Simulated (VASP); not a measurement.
# TiO2 (Rutile) (P4_2/mnm) in VASP: further runs

Aim: see how the results for TiO2 (Rutile) move with the level of theory and the settings. Levels: r2SCAN, PBEsol. Tasks: relaxation of cell and atoms.

Program: VASP 6.6.1. These are calculated values, not measurements. Logs are shortened: lines on timing, memory, paths and dates and some standing lists are left out, and cuts for length are marked.

### 1 The crystal as given

Symmetry: P4_2/mnm, No. 136, tetragonal system. Conventional cell: a = 4.592 Å, b = 4.592 Å, c = 2.957 Å, α = 90.00°, β = 90.00°, γ = 90.00°. Ti (site symmetry mmm) has 6 O at 1.95 to 1.98 Å as nearest neighbours. O (site symmetry m2m) has 3 Ti at 1.95 to 1.98 Å as nearest neighbours.

### 2 Relaxation of cell and atoms, r2SCAN

File INCAR:

```
SYSTEM = TiO2
PREC = Accurate
ENCUT = 600
EDIFF = 1E-6
ISMEAR = 0
SIGMA = 0.03
LREAL = .False.
LASPH = .True.
NELM = 80
ALGO = Normal
ISIF = 3
LWAVE = .False.
LCHARG = .False.
METAGGA = R2SCAN
LMIXTAU = .True.
IBRION = 2
NSW = 90
EDIFFG = -0.01
KPAR = 2
```

File KPOINTS:

```
Automatic mesh
0
Gamma
  6 6 10
  0 0 0
```

File POSCAR:

```
TiO2
1.0
    4.5922000000      0.0000000000      0.0000000000
    0.0000000000      4.5922000000      0.0000000000
    0.0000000000      0.0000000000      2.9574000000
Ti O
2 4
Direct
    0.0000000000      0.0000000000      0.0000000000
    0.5000000000      0.5000000000      0.5000000000
    0.3049600000      0.3049600000      0.0000000000
    0.1950400000      0.8049600000      0.5000000000
    0.6950400000      0.6950400000      0.0000000000
    0.8049600000      0.1950400000      0.5000000000
```

Potentials or basis: VASP PAW PBE potentials, release 64 (Ti_sv, O).

Launch:

```bash
$ cat potpaw_PBE.64/Ti_sv/POTCAR potpaw_PBE.64/O/POTCAR > POTCAR
$ mpirun -np 2 vasp_std > vasp.out
```

OUTCAR:

```text
SYSTEM = TiO2
   PREC = Accurate
   ENCUT = 600
   EDIFF = 1E-6
   ISMEAR = 0
   LREAL = .False.
   LASPH = .True.
   NELM = 80
   ISIF = 3
   METAGGA = R2SCAN
   IBRION = 2
   NSW = 90
   EDIFFG = -0.01

 ion  position               nearest neighbor table
   1  0.000  0.000  0.000-   4 1.95   6 1.95   4 1.95   6 1.95   5 1.98   3 1.98
   2  0.500  0.500  0.500-   3 1.95   5 1.95   3 1.95   5 1.95   4 1.98   6 1.98
   3  0.305  0.305  0.000-   2 1.95   2 1.95   1 1.98
   4  0.195  0.805  0.500-   1 1.95   1 1.95   2 1.98
   5  0.695  0.695  0.000-   2 1.95   2 1.95   1 1.98
   6  0.805  0.195  0.500-   1 1.95   1 1.95   2 1.98

  LATTYP: Found a simple tetragonal cell.
 ALAT       =     4.5922000000
 C/A-ratio  =     0.6440050520

  Lattice vectors:

 A1 = (   4.5922000000,   0.0000000000,   0.0000000000)
 A2 = (   0.0000000000,   4.5922000000,   0.0000000000)
 A3 = (   0.0000000000,   0.0000000000,   2.9574000000)

Analysis of symmetry for initial positions (statically):
=====================================================================
 Subroutine PRICEL returns:
 Original cell was already a primitive cell.

 Routine SETGRP: Setting up the symmetry group for a
 simple tetragonal supercell.

 Subroutine GETGRP returns: Found 16 space group operations
 (whereof  8 operations were pure point group operations)
 out of a pool of 16 trial point group operations.

The static configuration has the point symmetry D_2h.
 The point group associated with its full space group is D_4h.

Analysis of symmetry for dynamics (positions and initial velocities):
=====================================================================
 Subroutine PRICEL returns:
 Original cell was already a primitive cell.

 Routine SETGRP: Setting up the symmetry group for a
 simple tetragonal supercell.

 Subroutine GETGRP returns: Found 16 space group operations
 (whereof  8 operations were pure point group operations)
 out of a pool of 16 trial point group operations.

The dynamic configuration has the point symmetry D_2h.
 The point group associated with its full space group is D_4h.

 Subroutine INISYM returns: Found 16 space group operations
 (whereof  8 operations are pure point group operations),
 and found     1 'primitive' translations

----------------------------------------------------------------------------------------

                                     Primitive cell

  volume of cell :      62.3665

  direct lattice vectors                    reciprocal lattice vectors
     4.592200000  0.000000000  0.000000000     0.217760550  0.000000000  0.000000000
     0.000000000  4.592200000  0.000000000     0.000000000  0.217760550  0.000000000
     0.000000000  0.000000000  2.957400000     0.000000000  0.000000000  0.338134848

  length of vectors
     4.592200000  4.592200000  2.957400000     0.217760550  0.217760550  0.338134848

  position of ions in fractional coordinates (direct lattice)
     0.000000000  0.000000000  0.000000000
     0.500000000  0.500000000  0.500000000
     0.304960000  0.304960000  0.000000000
     0.195040000  0.804960000  0.500000000
     0.695040000  0.695040000  0.000000000
     0.804960000  0.195040000  0.500000000

  ion indices of the primitive-cell ions
   primitive index   ion index
                 1           1
                 2           2
                 3           3
                 4           4
                 5           5
                 6           6

----------------------------------------------------------------------------------------

 KPOINTS: Automatic mesh

Automatic generation of k-mesh.
 Grid dimensions read from file:
 generate k-points for:    6    6   10

 Generating k-lattice:

  Cartesian coordinates                     Fractional coordinates (reciprocal lattice)
     0.036293425  0.000000000  0.000000000     0.166666667  0.000000000  0.000000000
     0.000000000  0.036293425  0.000000000     0.000000000  0.166666667  0.000000000
     0.000000000  0.000000000  0.033813485     0.000000000  0.000000000  0.100000000

  Length of vectors
     0.036293425  0.036293425  0.033813485

  Shift w.r.t. Gamma in fractional coordinates (k-lattice)
     0.000000000  0.000000000  0.000000000

 Subroutine IBZKPT returns following result:
 ===========================================

 Found     60 irreducible k-points:

 Following reciprocal coordinates:
            Coordinates               Weight
  0.000000  0.000000  0.000000      1.000000
  0.166667  0.000000  0.000000      4.000000
  0.333333  0.000000  0.000000      4.000000
  0.500000  0.000000  0.000000      2.000000
  0.166667  0.166667  0.000000      4.000000
  0.333333  0.166667  0.000000      8.000000
[... 16 lines left out ...]
  0.333333  0.000000  0.200000      8.000000
  0.500000  0.000000  0.200000      4.000000
 [... further k-points ...]
   k-points           NKPTS =     60   k-points in BZ     NKDIM =     60   number of bands    NBANDS=     28
   number of dos      NEDOS =    301   number of ions     NIONS =      6
   total plane-waves  NPLWV =  38400
   dimension x,y,z NGX =    40 NGY =   40 NGZ =   24
   dimension x,y,z NGXF=    80 NGYF=   80 NGZF=   48
   ions per type =               2   4
   NGX,Y,Z   is equivalent  to a cutoff of  14.48, 14.48, 13.49 a.u.
   NGXF,Y,Z  is equivalent  to a cutoff of  28.96, 28.96, 26.98 a.u.
 SYSTEM =  TiO2
   PREC   = accura    normal or accurate (medium, high low for compatibility)
   ISTART =      0    job   : 0-new  1-cont  2-samecut
   ICHARG =      2    charge: 1-file 2-atom 10-const
   ISPIN  =      1    spin polarized calculation?
   LNONCOLLINEAR =      F non collinear calculations
   LSORBIT =      F    spin-orbit coupling
   LASPH  =      T    aspherical Exc in radial PAW
   ENCUT  =  600.0 eV  44.10 Ry    6.64 a.u.   9.17  9.17  5.91*2*pi/ulx,y,z
   NELM   =     80;   NELMIN=  2; NELMDL= -5     # of ELM steps
   EDIFF  = 0.1E-05   stopping-criterion for ELM
   LREAL  =      F    real-space projection
   EDIFFG = -.1E-01   stopping-criterion for IOM
   NSW    =     90    number of steps for IOM
   IBRION =      2    ionic relax: 0-MD 1-quasi-New 2-CG
   NFREE  =      1    steps in history (QN), initial steepest desc. (CG)
   ISIF   =      3    stress and relaxation
   ISYM   =      2    0-nonsym 1-usesym 2-fastsym
   POTIM  = 0.5000    time-step for ionic-motion
   TEBEG  =    0.0;   TEEND  =   0.0 temperature during run
   PSTRESS=    0.0 pullay stress
   NELECT =      48.0000    total number of electrons
   NUPDOWN=      -1.0000    fix difference up-down
   EMIN   =  10.00;   EMAX   =-10.00  energy-range for DOS
   EFERMI =   0.00;   METHOD = LEGACY
   ISMEAR =     0;   SIGMA  =   0.03  broadening in eV -4-tet -1-fermi 0-gaus
   EFERMI_NEDOS =   21; number of points for ismear=-14 and -15
   IALGO  =     38    algorithm
   IMIX   =      4    mixing-type and parameters
     AMIX     =   0.40;   BMIX     =  1.00
     AMIX_MAG =   1.60;   BMIX_MAG =  1.00
  volume/ion in A,a.u.               =      10.39        70.15
  Fermi-wavevector in a.u.,A,eV,Ry     =   1.500277  2.835112 30.624403  2.250830
  Thomas-Fermi vector in A             =   2.611798
   LORBIT       =      0    0 simple, 1 ext, 2 COOP (PROOUT), +10 PAW based schemes
   METAGGA = R2SCAN    functional components
   LHFCALC =     F    Hartree Fock is set to
   AEXX    =    0.0000 exact exchange contribution
   IVDW    =     0    specifies the selected vdW correction
   LEPSILON=     F    determine dielectric tensor
   LRPA    =     F    only Hartree local field effects (RPA)
 conjugate gradient relaxation of ions
 non-spin polarized calculation
 Gauss-broadening in eV      SIGMA  =   0.03
  energy-cutoff  :      600.00
  volume of cell :       62.37
 maximum number of plane-waves:      2102
 NGX is ok and might be reduce to    40
   NGX = 19   NGY = 19   NGZ = 11

--------------------------------------- Ionic step        1  -------------------------------------------

 number of electron      47.9999989 magnetization

 Free energy of the ion-electron system (eV)
  ---------------------------------------------------
  ext. energy  EPLUGINS =         0.00000000
  ---------------------------------------------------
  free energy    TOTEN  =       -69.80560682 eV

  energy without entropy =      -69.80560682  energy(sigma->0) =      -69.80560682

------------------------ aborting loop because EDIFF is reached ----------------------------------------

  FORCE on cell =-STRESS in cart. coord.  units (eV):
  Direction    XX          YY          ZZ          XY          YZ          ZX
  --------------------------------------------------------------------------------------
  -------------------------------------------------------------------------------------
  Total        0.4675211      0.4675211      0.5129809      0.0000000      0.0000000      0.0000000
  in kB       12.0104740     12.0104740     13.1783220      0.0000000      0.0000000      0.0000000
  external PRESSURE =      12.3997567 kB  Pullay stress =       0.0000000 kB
[... 145 lines left out ...]
  energy  without entropy=      -69.8069994639  energy(sigma->0) =      -69.80699946

--------------------------------------- Ionic step        5  -------------------------------------------

 number of electron      47.9999987 magnetization

 Free energy of the ion-electron system (eV)
  ---------------------------------------------------
  ext. energy  EPLUGINS =         0.00000000
  ---------------------------------------------------
  free energy    TOTEN  =       -69.80707912 eV

  energy without entropy =      -69.80707912  energy(sigma->0) =      -69.80707912

 E-fermi :   4.7821     XC(G=0): -12.1346

 val. band max:        4.5090323788   @ k =   0.0000   0.0000   0.0000
 cond. band min:       6.7237857039   @ k =   0.0000   0.0000   0.0000
 fundamental gap:      2.2147533251
 Fermi energy:         4.7821168772

 k-point     1 :       0.0000    0.0000    0.0000
  band No.  band energies     occupation
      1     -54.6556      2.00000
      2     -54.6380      2.00000
      3     -29.9181      2.00000
      4     -29.9181      2.00000
      5     -29.7429      2.00000
      6     -29.7429      2.00000
[... 733 lines left out ...]
     27       7.9937      0.00000
     28       7.9937      0.00000

 [... further k-points ...]
[... 5 lines left out ...]
  --------------------------------------------------------------------------------------
  -------------------------------------------------------------------------------------
  Total        0.0034332      0.0034332     -0.0162550      0.0000000      0.0000000      0.0000000
  in kB        0.0878000      0.0878000     -0.4156960      0.0000000      0.0000000      0.0000000
  external PRESSURE =      -0.0800320 kB  Pullay stress =       0.0000000 kB
[... 21 lines left out ...]
  FREE ENERGIE OF THE ION-ELECTRON SYSTEM (eV)
  ---------------------------------------------------
  free  energy   TOTEN  =       -69.8070791172 eV

  energy  without entropy=      -69.8070791172  energy(sigma->0) =      -69.80707912

 reached required accuracy - stopping structural energy minimisation
```

Wall time 8.8 min (2 MPI ranks of Intel Xeon Platinum 8488C (Sapphire Rapids), shared host); peak memory 0.26 GiB.

What came out:

```yaml
Free_energy: -69.8071 eV
Relaxed_volume: 10.44 Å³/atom
Relaxed_cell: a = 4.600 Å, b = 4.600 Å, c = 2.961 Å, α = 90.00°, β = 90.00°, γ = 90.00°
Space_group_after_relaxing_to_0.05_Å: P4_2/mnm (No. 136)
Energy_gained_by_relaxing: 0.2 meV/atom
Ionic_steps: 5
Pressure_after_relaxing: 0.0 GPa
Band_gap_on_the_k_mesh: 2.21 eV, direct
```

The path:
```tsv
step	energy change (eV)	largest force (eV/Å)	pressure (GPa)	volume (Å³)
1	0.0000	0.0805	1.24	62.37
2	0.0014	0.0599	-1.86	63.10
3	-0.0014	0.0218	-0.05	62.66
4	-0.0014	0.0201	-0.09	62.67
5	-0.0015	0.0015	-0.01	62.65
```

Final structure:
```xyz
6
Lattice="4.6001 0.0000 0.0000 0.0000 4.6001 0.0000 0.0000 0.0000 2.9607" Properties=species:S:1:pos:R:3 pbc="T T T"
Ti    0.0000    0.0000    0.0000
Ti    2.3000    2.3000    1.4804
O     1.4010    1.4010    2.9607
O     0.8990    3.7010    1.4804
O     3.1991    3.1991    0.0000
O     3.7010    0.8990    1.4804
```

Caveat: the PAW data sets were made with another functional, which shifts forces and pressure a little. r2SCAN opens gaps a little over a GGA but as a rule still falls short of measured ones.

### 3 Relaxation of cell and atoms, r2SCAN

This run uses another cell than the first one, of 10.44 Å³/atom, 1.005 times its volume.

INCAR: that of step 2 with these lines changed.

```diff
@@ -3,3 +3,3 @@
 ENCUT = 600
-EDIFF = 1E-6
+EDIFF = 1E-7
 ISMEAR = 0
@@ -17,3 +17,3 @@
 NSW = 90
-EDIFFG = -0.01
+EDIFFG = -0.005
 KPAR = 2
```

KPOINTS is that of step 2.

File POSCAR:

```
TiO2                                    
1.0
    4.6000538409      0.0000000000      0.0000000000
    0.0000000000      4.6000538409      0.0000000000
    0.0000000000      0.0000000000      2.9607084869
  Ti              O             
     2     4
Direct
     0.0000000000000000    0.0000000000000000    0.0000000000000000
     0.5000000000000000    0.5000000000000000    0.5000000000000000
     0.3045575067002851    0.3045575067002851    1.0000000000000000
     0.1954424932997149    0.8045575067002851    0.5000000000000000
     0.6954424932997149    0.6954424932997149    0.0000000000000000
     0.8045575067002851    0.1954424932997149    0.5000000000000000
```

Potentials or basis: VASP PAW PBE potentials, release 64 (Ti_sv, O).

Launch:

```bash
$ cat potpaw_PBE.64/Ti_sv/POTCAR potpaw_PBE.64/O/POTCAR > POTCAR
$ mpirun -np 2 vasp_std > vasp.out
```

Run time: 2.7 min. Hardware: 2 MPI ranks of Intel Xeon Platinum 8488C (Sapphire Rapids), shared host; peak memory 0.26 GiB.

Results (log left out):

- Free energy: -69.8079 eV
- Pressure after relaxing: 0.0 GPa
- Band gap on the k mesh: 2.21 eV, direct

Final structure:
```
Ti O
1.0
     4.60005    0.00000    0.00000
     0.00000    4.60005    0.00000
     0.00000    0.00000    2.96071
Ti O
2 4
Direct
  0.00000 0.00000 0.00000
  0.50000 0.50000 0.50000
  0.30456 0.30456 0.00000
  0.19544 0.80456 0.50000
  0.69544 0.69544 0.00000
  0.80456 0.19544 0.50000
```

Levels at points of the mesh, in eV from the valence-band top:
```tsv
k point	band 21	band 22	band 23	band 24	band 25	band 26	band 27	band 28
(0.00, 0.00, 0.00)	-0.77	-0.49	-0.49	0.00	2.21	2.54	2.76	2.86
(0.50, 0.00, 0.00)	-1.71	-1.71	-0.77	-0.77	2.90	2.90	3.38	3.38
(0.50, 0.50, 0.00)	-1.39	-1.39	-1.13	-1.13	2.25	2.25	2.88	2.88
(0.00, 0.00, 0.50)	-2.39	-2.39	-1.48	-1.48	3.32	3.32	3.56	3.56
(0.50, 0.00, 0.50)	-2.07	-2.07	-1.09	-1.09	2.28	2.28	3.58	3.58
(0.50, 0.50, 0.50)	-1.31	-1.31	-0.72	-0.72	2.95	2.95	3.58	3.58
```

Caveat: the relaxation stopped at its first step, so nothing moved; the PAW data sets were made with another functional, which shifts forces and pressure a little. r2SCAN opens gaps a little over a GGA but as a rule still falls short of measured ones.

### 4 Relaxation of cell and atoms, PBEsol

File INCAR:

```
SYSTEM = TiO2
PREC = Accurate
ENCUT = 600
EDIFF = 1E-6
ISMEAR = 0
SIGMA = 0.03
LREAL = .False.
LASPH = .True.
NELM = 80
ALGO = Normal
ISIF = 3
LWAVE = .False.
LCHARG = .False.
GGA = PS
IBRION = 2
NSW = 90
EDIFFG = -0.01
KPAR = 4
```

File KPOINTS:

```
regular mesh
0
Gamma
  6 6 10
  0 0 0
```

File POSCAR:

```
TiO2
1.0
    4.5922000000      0.0000000000      0.0000000000
    0.0000000000      4.5922000000      0.0000000000
    0.0000000000      0.0000000000      2.9574000000
Ti O
2 4
Direct
    0.0000000000      0.0000000000      0.0000000000
    0.5000000000      0.5000000000      0.5000000000
    0.3049600000      0.3049600000      0.0000000000
    0.1950400000      0.8049600000      0.5000000000
    0.6950400000      0.6950400000      0.0000000000
    0.8049600000      0.1950400000      0.5000000000
```

Launch:

```bash
$ cat potpaw_PBE.64/Ti_sv/POTCAR potpaw_PBE.64/O/POTCAR > POTCAR
$ mpirun -np 4 vasp_std > vasp.out
```

Run time: 84 s. Hardware: 4 MPI ranks of Intel Xeon Platinum 8488C (Sapphire Rapids), shared host; peak memory 0.26 GiB.

It converged, with:

| Property | Result |
| --- | --- |
| Free energy | -56.1078 eV |
| Relaxed volume | 10.34 Å³/atom |
| Relaxed cell | a = 4.592 Å, b = 4.592 Å, c = 2.942 Å, α = 90.00°, β = 90.00°, γ = 90.00° |
| Space group after relaxing (to 0.05 Å) | P4_2/mnm (No. 136) |
| Energy gained by relaxing | 0.5 meV/atom |
| Ionic steps | 4 |
| Pressure after relaxing | 0.0 GPa |
| Largest force after relaxing | 0.006 eV/Å |
| Band gap on the k mesh | 1.83 eV, direct |

Forces on the atoms (eV/Å):
```
Ti   0.000  0.000  0.000
Ti   0.000  0.000  0.000
O    0.004  0.004  0.000
O   -0.004  0.004  0.000
O   -0.004 -0.004  0.000
O    0.004 -0.004  0.000
```

Step by step:
```
step  energy change (eV)  largest force (eV/Å)  pressure (GPa)  volume (Å³)
   1              0.0000                0.0539           -1.26        62.37
   2             -0.0005                0.0656            1.75        61.63
   3             -0.0023                0.0597            0.34        61.98
   4             -0.0029                0.0055            0.02        62.04
```

Final structure:
```xyz
6
Lattice="4.5924 0.0000 0.0000 0.0000 4.5924 0.0000 0.0000 0.0000 2.9417" Properties=species:S:1:pos:R:3 pbc="T T T"
Ti    4.5924    0.0000    0.0000
Ti    2.2962    2.2962    1.4709
O     1.3974    1.3974    2.9417
O     0.8988    3.6936    1.4709
O     3.1950    3.1950    0.0000
O     3.6936    0.8988    1.4709
```

Levels at points of the mesh, in eV from the valence-band top:
| k point | band 20 | band 21 | band 22 | band 23 | band 24 | band 25 | band 26 | band 27 | band 28 |
| --- | --- | --- | --- | --- | --- | --- | --- | --- | --- |
| (0.00, 0.00, 0.00) | -1.98 | -0.69 | -0.46 | -0.46 | 0.00 | 1.83 | 2.11 | 2.40 | 2.50 |
| (0.50, 0.00, 0.00) | -3.10 | -1.64 | -1.64 | -0.76 | -0.76 | 2.51 | 2.51 | 3.04 | 3.04 |
| (0.50, 0.50, 0.00) | -2.25 | -1.30 | -1.30 | -1.09 | -1.09 | 1.87 | 1.87 | 2.53 | 2.53 |
| (0.00, 0.00, 0.50) | -2.81 | -2.43 | -2.43 | -1.45 | -1.45 | 2.98 | 2.98 | 3.22 | 3.22 |
| (0.50, 0.00, 0.50) | -2.41 | -2.08 | -2.08 | -1.06 | -1.06 | 1.88 | 1.88 | 3.24 | 3.24 |
| (0.50, 0.50, 0.50) | -2.78 | -1.31 | -1.31 | -0.68 | -0.68 | 2.59 | 2.59 | 3.20 | 3.20 |

Caveat: the PAW data sets were made with another functional, which shifts forces and pressure a little.
